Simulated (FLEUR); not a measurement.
# FeO (Wuestite) (R-3m) in FLEUR: single point with PBE

Aim: the single point of FeO (Wuestite) with PBE.

Program: FLEUR MaX-R8.1 (later development tree). These are calculated values, not measurements. Logs are shortened: lines on timing, memory, paths and dates and some standing lists are left out, and cuts for length are marked.

## 1. The structure

The structure is trigonal, space group R-3m (No. 166). Conventional cell: a = 3.038 Å, b = 3.038 Å, c = 7.559 Å, α = 90.00°, β = 90.00°, γ = 120.00°. Fe (site symmetry -3m) has 6 O at 2.16 Å as nearest neighbours. O (site symmetry -3m) is surrounded by 6 Fe at 2.16 Å.

## 2. Single point, PBE, collinear spin, ferromagnetic start

Input file inp.xml:

```xml
<?xml version="1.0" encoding="UTF-8" standalone="no"?>
<fleurInput fleurInputVersion="0.39">
   <comment>
      FeO                                                                                                 
   </comment>
   <calculationSetup>
      <cutoffs Kmax="4.71" Gmax="14.6" GmaxXC="14.6" numbands="0"/>
      <scfLoop itmax="60" minDistance="0.00001" maxIterBroyd="15" imix="Anderson" alpha="0.05" precondParam="0.0" spinf="2.0" sdNocoIR="T"/>
      <coreElectrons ctail="T" frcor="F" kcrel="0" coretail_lmax="0"/>
      <xcFunctional name="pbe" relativisticCorrections="F"/>
      <magnetism jspins="2"/>
      <soc l_soc="F" theta="0.0" phi="0.0" spav="F"/>
      <expertModes spex="0" secvar="F"/>
      <geometryOptimization l_f="T" forcealpha="1.0" forcemix="BFGS" epsdisp="0.0005" epsforce="0.0002"/>
      <ldaU l_linMix="F" mixParam="0.05" spinf="1.0"/>
   </calculationSetup>
   <cell>
      <bzIntegration valenceElectrons="22.0" mode="hist" fermiSmearingEnergy="0.00183747">
         <kPointListSelection listName="default-1"/>
         <!-- k-points included here -->
         <xi:include xmlns:xi="http://www.w3.org/2001/XInclude" href="kpts.xml"> </xi:include>
      </bzIntegration>
      <!-- symmetry operations included here -->
      <xi:include xmlns:xi="http://www.w3.org/2001/XInclude" href="sym.xml"> </xi:include>
      <bulkLattice scale="1.0">
         <bravaisMatrix>
            <row-1>    2.8701555376648544     1.6570850722987371     4.7613110176573485</row-1>
            <row-2>   -2.8701555376648544     1.6570850722987371     4.7613110176573485</row-2>
            <row-3>    0.0000000000000000    -3.3141701445974743     4.7613110176573485</row-3>
         </bravaisMatrix>
      </bulkLattice>
   </cell>
   <atomSpecies>
      <species name="Iron (Fe) 3.000" element="Fe" atomicNumber="26">
         <mtSphere radius="2.08" gridPoints="707" logIncrement="0.017"/>
         <atomicCutoffs lmax="9" lnonsphr="7"/>
         <electronConfig flipSpins="F">
            <coreConfig>(1s1/2) (2s1/2) (2p1/2) (2p3/2)</coreConfig>
            <valenceConfig>(3s1/2) (3p1/2) (3p3/2) (4s1/2) (3d3/2) (3d5/2)</valenceConfig>
            <stateOccupation state="(3d3/2)" spinUp="1.5" spinDown="0.9"/>
            <stateOccupation state="(3d5/2)" spinUp="3.0" spinDown="0.6"/>
         </electronConfig>
         <energyParameters s="4" p="4" d="3" f="4"/>
         <lo type="SCLO" l="0" n="3" eDeriv="0"/>
         <lo type="SCLO" l="1" n="3" eDeriv="0"/>
         <lo type="SCLO" l="1" n="3" eDeriv="1"/>
         <lo type="SCLO" l="2" n="3" eDeriv="2"/>
         <lo type="SCLO" l="3" n="4" eDeriv="2"/>
      </species>
      <species name="Oxygen (O)" element="O" atomicNumber="8">
         <mtSphere radius="1.59" gridPoints="543" logIncrement="0.02"/>
         <atomicCutoffs lmax="8" lnonsphr="6"/>
         <electronConfig flipSpins="F">
            <coreConfig>(1s1/2)</coreConfig>
            <valenceConfig>(2s1/2) (2p1/2) (2p3/2)</valenceConfig>
            <stateOccupation state="(2p1/2)" spinUp="0.666667" spinDown="0.666667"/>
            <stateOccupation state="(2p3/2)" spinUp="1.333333" spinDown="1.333333"/>
         </electronConfig>
         <energyParameters s="2" p="2" d="3" f="4"/>
         <lo type="SCLO" l="0" n="2" eDeriv="2"/>
         <lo type="SCLO" l="1" n="2" eDeriv="2"/>
         <lo type="SCLO" l="2" n="3" eDeriv="2"/>
      </species>
   </atomSpecies>
   <atomGroups>
      <atomGroup species="Iron (Fe) 3.000">
         <relPos label="                   1">.0000000000 .0000000000 .0000000000</relPos>
         <force calculate="T" relaxXYZ="TTT"/>
      </atomGroup>
      <atomGroup species="Oxygen (O)">
         <relPos label="                   2">1.000/2.000 1.000/2.000 1.000/2.000</relPos>
         <force calculate="T" relaxXYZ="TTT"/>
      </atomGroup>
   </atomGroups>
   <output dos="F" band="F" slice="F">
      <checks vchk="F" cdinf="F"/>
      <bandDOS minEnergy="-.5*Htr" maxEnergy="0.5*Htr" sigma="0.015" storeEVData="T"/>
      <vacuumDOS vacdos="F" integ="F" star="F" nstars="0" locx1="0.0" locy1="0.0" locx2="0.0" locy2="0.0" nstm="0" tworkf="0.0"/>
      <unfoldingBand unfoldBand="F" supercellX="1" supercellY="1" supercellZ="1"/>
      <plotting iplot="0" polar="F">
         <plot TwoD="T" vec1="  1.0  0.0  0.0" vec2="  0.0  1.0  0.0" vec3="  0.0  0.0  1.0" zero="  0.0  0.0  0.0" file="plot"/>
      </plotting>
      <chargeDensitySlicing numkpt="0" minEigenval="0.0" maxEigenval="0.0" nnne="0" pallst="F"/>
      <specialOutput eonly="F"/>
      <moessbauerParams electricFieldGradient="T" isomerShift="T" coreHyperfine="T" valenceHyperfine="T"/>
      <magneticCircularDichroism mcd="F" energyLo="-10.0" energyUp="0.0"/>
   </output>
  <!-- We include the file relax.xml here to enable relaxations (see documentation) -->
  <xi:include xmlns:xi="http://www.w3.org/2001/XInclude" href="relax.xml"> <xi:fallback/> </xi:include>
</fleurInput>
```

Input file crystal.txt:

```
FeO
&input cartesian=F /
1.5188209023  0.8768916568  2.5195772846
-1.5188209023  0.8768916568  2.5195772846
0.0000000000  -1.7537833136  2.5195772846
1.8897261246
1.0 1.0 1.0

2
26 0.0000000000  0.0000000000  0.0000000000 : 3.000
8 0.5000000000  0.5000000000  0.5000000000

&kpt div1=11 div2=11 div3=11 gamma=T /
```

Potentials or basis: all-electron, FLAPW.

The run is started by

```
$ inpgen -f crystal.txt -profile fastHighL
$ # inp.xml edited to the form shown
$ fleur_MPI
```

The log of the run:

```text
Welcome to FLEUR        (www.flapw.de)
      MaX-Release 8.1          (www.max-centre.eu)

 ========== k-point set info ==========
 Selected k-point list: default-1
 k-point list type: mesh
 11 x 11 x 11
 Number of k points: 146

 ------------Calculation Setup---------------------------
 Number of MPI-tasks      :            1
 Number of PE/node        :            1
 Number of OMP-threads    :            1
 Most efficient MPI parallelization for:
           1           2          73         146
 Additional eigenvalue parallelization possible
 Number of basis functions:          329
 Approximate size of matrices (H+S) per k-point:         0.002 GB
 --------------------------------------------------------
 Iteration:     1   Distance:      27.96756764 me/bohr^3
 Iteration:     2   Distance:      26.51490885 me/bohr^3
 Iteration:     3   Distance:      12.23943000 me/bohr^3
 Iteration:     4   Distance:      18.64047893 me/bohr^3
 Iteration:     5   Distance:       9.52308149 me/bohr^3
 Iteration:     6   Distance:       3.97666711 me/bohr^3
 Iteration:     7   Distance:       2.78236868 me/bohr^3
 Iteration:     8   Distance:       1.29194970 me/bohr^3
 Iteration:     9   Distance:       0.48753154 me/bohr^3
 Iteration:    10   Distance:       0.06316539 me/bohr^3
 Iteration:    11   Distance:       0.05751493 me/bohr^3
 Iteration:    12   Distance:       0.02173323 me/bohr^3
 Iteration:    13   Distance:       0.02935934 me/bohr^3
 Iteration:    14   Distance:       0.00555045 me/bohr^3
 Iteration:    15   Distance:       0.00122464 me/bohr^3
 Iteration:    16   Distance:       0.00105499 me/bohr^3
 Iteration:    17   Distance:       0.00068978 me/bohr^3
 Iteration:    18   Distance:       0.00033971 me/bohr^3
 Iteration:    19   Distance:       0.00017157 me/bohr^3
 Iteration:    20   Distance:       0.00006427 me/bohr^3
 Iteration:    21   Distance:       0.00005527 me/bohr^3
 Iteration:    22   Distance:       0.00001730 me/bohr^3
 Iteration:    23   Distance:       0.00000440 me/bohr^3

 ********************************************************************
 Run finished successfully
 Stop message:
   Structural relaxation: Done
 ********************************************************************
```

It took 6.7 min on 1 thread of Arm Neoverse V1, shared host; peak memory 0.08 GiB.

Results:

| Quantity | Value |
| --- | --- |
| Free energy | -36682.3991 eV |
| Band gap on the k mesh | none (metal or under the smearing width) |
| Net moment | 4.00 μB per cell |
| Site moments | Fe +3.58; O +0.30 μB |
| Valence electrons inside the program's atomic spheres | Fe 14.06; O 5.11 (radii Fe 2.08, O 1.59 bohr) |

Levels at points of the mesh, in eV from the Fermi level:
Spin up:
```tsv
k point	band 11	band 12	band 13	band 14	band 15	band 16
(0.00, 0.00, 0.00)	-3.83	-3.68	-3.68	-0.03	15.19	16.62
```
Spin down:
```csv
k point,band 7,band 8,band 9,band 10,band 11,band 12
"(0.00, 0.00, 0.00)",-3.29,-3.29,-0.79,-0.70,-0.70,0.22
```

Core levels (eV from the Fermi level):
| atom | levels |
| --- | --- |
| 1 Fe | 1s1/2 -6991.2, 2s1/2 -813.9, 2p1/2 -700.8, 2p3/2 -688.3 |
| 2 O | 1s1/2 -507.2 |

Caveat: a cell with one magnetic atom can't hold antiferromagnetic order, which such compounds often take; semilocal functionals often make such compounds metallic where correlation or magnetic order opens a gap, which also shifts bond lengths.
